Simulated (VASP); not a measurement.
# BP (F-43m) in VASP: notebook, part 3 of 3

VASP 6.6.1. The steps go on from the part before.

## (6) G0W0 quasiparticle levels, PBE

The input, POSCAR:

```
BP
1.0
    0.0000000000      2.2690000000      2.2690000000
    2.2690000000      0.0000000000      2.2690000000
    2.2690000000      2.2690000000      0.0000000000
P B
1 1
Direct
    0.7500000000      0.7500000000      0.7500000000
    0.0000000000      0.0000000000      0.0000000000
```

The input, INCAR.step1:

```
PREC = Accurate
ENCUT = 450
EDIFF = 1E-8
ISMEAR = 0
SIGMA = 0.01
LREAL = False
LASPH = True
NELM = 80
ALGO = Normal
LWAVE = True
LCHARG = False
GGA = PE
```

The input, INCAR.step2:

```
PREC = Accurate
ENCUT = 450
EDIFF = 1E-8
ISMEAR = 0
SIGMA = 0.01
LREAL = False
LASPH = True
NELM = 1
ALGO = Exact
LWAVE = True
LCHARG = False
GGA = PE
NBANDS = 18
LOPTICS = True
ISTART = 1
```

The input, INCAR.step3:

```
PREC = Accurate
ENCUT = 450
EDIFF = 1E-8
ISMEAR = 0
SIGMA = 0.01
LREAL = False
LASPH = True
ALGO = EVGW0
LWAVE = False
LCHARG = False
GGA = PE
NELMGW = 1
NBANDS = 18
ENCUTGW = 100
NOMEGA = 48
PRECFOCK = Fast
ISTART = 1
NBANDSGW = 12
```

The input, KPOINTS:

```
regular mesh
0
Gamma
  5 5 5
```

Potentials or basis: VASP PAW PBE potentials, release 64 (P_GW, B_GW).

Started as:

```
cat potpaw_PBE.64/P_GW/POTCAR potpaw_PBE.64/B_GW/POTCAR > POTCAR
cp INCAR.step1 INCAR
mpirun -np 1 vasp_std > vasp.out
cp INCAR.step2 INCAR
mpirun -np 1 vasp_std > vasp.out
cp INCAR.step3 INCAR
mpirun -np 1 vasp_std > vasp.out
```

OUTCAR:

```text
PREC = Accurate
   ENCUT = 450
   EDIFF = 1E-8
   ISMEAR = 0
   LREAL = False
   LASPH = True
   GGA = PE
   NELMGW = 1
   ENCUTGW = 100
   PRECFOCK = Fast
   ISTART = 1

 Found     10 irreducible k-points:

 Following reciprocal coordinates:
            Coordinates               Weight
[... 89 lines left out ...]
      2       7.1466       7.4013     -12.9865     -13.3070     -15.0360       0.7947       2.0000       0.0731
      3       7.1466       7.4013     -12.9865     -13.3070     -15.0360       0.7947       2.0000       0.0731
      4       7.1466       7.4013     -12.9865     -13.3070     -15.0360       0.7947       2.0000       0.0731
      5      10.5455      11.6657     -10.6590     -12.0759      -7.0710       0.7905       0.0000      -0.0864
      6      10.5455      11.6657     -10.6590     -12.0759      -7.0710       0.7905       0.0000      -0.0864
      7      10.5455      11.6657     -10.6590     -12.0759      -7.0710       0.7905       0.0000      -0.0864
      8      14.5222      15.6891     -11.2204     -12.7596      -6.1785       0.7582       0.0000      -0.1981
      9      18.6677      19.3563      -8.5742      -9.4482      -3.3479       0.7879       0.0000      -0.3758
     10      19.1618      20.6812      -9.8173     -11.7576      -4.9638       0.7831       0.0000      -0.3272
     11      19.1618      20.6812      -9.8173     -11.7576      -4.9638       0.7831       0.0000      -0.3272
     12      22.8253      24.0261      -8.4155      -9.9387      -2.8100       0.7883       0.0000      -0.8102
[... 68 lines left out ...]
      1      -4.5287      -4.7319     -12.9022     -12.6216     -19.5210       0.7241       2.0000       0.8991
      2      -1.2465      -1.4954     -12.3290     -11.9851     -17.4442       0.7236       2.0000       0.4221
      3       2.6054       2.4979     -12.5115     -12.3692     -15.9043       0.7557       2.0000       0.1566
      4       4.6583       4.6823     -12.7805     -12.8114     -15.5621       0.7757       2.0000       0.1094
      5      10.4688      11.4417      -9.9545     -11.1771      -6.1687       0.7959       0.0000      -0.0906
      6      13.7764      15.0330     -10.3365     -11.9605      -5.7816       0.7738       0.0000      -0.1633
      7      14.1187      15.2916     -10.6488     -12.1656      -6.1283       0.7732       0.0000      -0.1671
      8      17.3006      18.6231     -10.3231     -12.0751      -4.7380       0.7549       0.0000      -0.3526
      9      18.6029      19.8386     -10.0235     -11.6378      -4.5675       0.7655       0.0000      -0.3969
     10      19.4587      20.8214      -9.8521     -11.6036      -4.5568       0.7780       0.0000      -0.4483
     11      23.8643      24.9820      -8.5943     -10.0248      -3.0005       0.7814       0.0000      -0.7075
     12      25.7596      27.3780     -10.4311     -12.5911      -3.7352       0.7493       0.0000      -1.0329

 [... further k-points ...]
```

OUTCAR.step2:

```text
PREC = Accurate
   ENCUT = 450
   EDIFF = 1E-8
   ISMEAR = 0
   LREAL = False
[... 561 lines left out ...]
     0.00000    11.77060    11.77060    11.77060     0.00000     0.00000     0.00000
     0.56048    11.88851    11.88851    11.88851     0.00000     0.00000     0.00000
     1.12097    12.26677    12.26677    12.26677     0.00000     0.00000     0.00000
     1.68145    12.98055    12.98055    12.98055     0.00000     0.00000     0.00000
     2.24194    14.22637    14.22637    14.22637     0.00000     0.00000     0.00000
     2.80242    16.65694    16.65694    16.65694     0.00000     0.00000     0.00000
[... 92 lines left out ...]
    54.92747     0.84403     0.84403     0.84403    -0.00000    -0.00000    -0.00000
    55.48796     0.84735     0.84735     0.84735    -0.00000    -0.00000    -0.00000
```

Run time: 15 s. Hardware: 1 thread of Intel Xeon 6975P-C (Granite Rapids), shared host; peak memory 0.19 GiB.

The run converged, but some of its settings lie outside the range that counts as converged, so its numbers aren't taken as properties of the crystal.

Results:

```
Band gap on the k mesh, mean-field level : 1.24 eV, indirect (least direct gap 3.40 eV)
Quasiparticle gap                        : 1.79 eV
Least direct quasiparticle gap           : 4.26 eV
```

Caveat: the k mesh is coarse (spacing up to 0.48 Å⁻¹), so the values aren't converged; bands, screening cutoff and mesh are small and nothing is extrapolated, so the quasiparticle values aren't converged; an odd mesh through Γ misses points on the zone boundary, where band edges often lie.

## (7) For comparison

An earlier run on the cell as given: functional PBEsol; potentials or basis VASP PAW PBE potentials, release 64 (P, B); cutoff 520 eV; k mesh 10 × 10 × 10; occupations fermi-dirac, width 0.05 eV; no spin polarisation.

- Pressure: -1.9 GPa
- Band gap on the k mesh: 1.13 eV, indirect (least direct gap 3.36 eV)
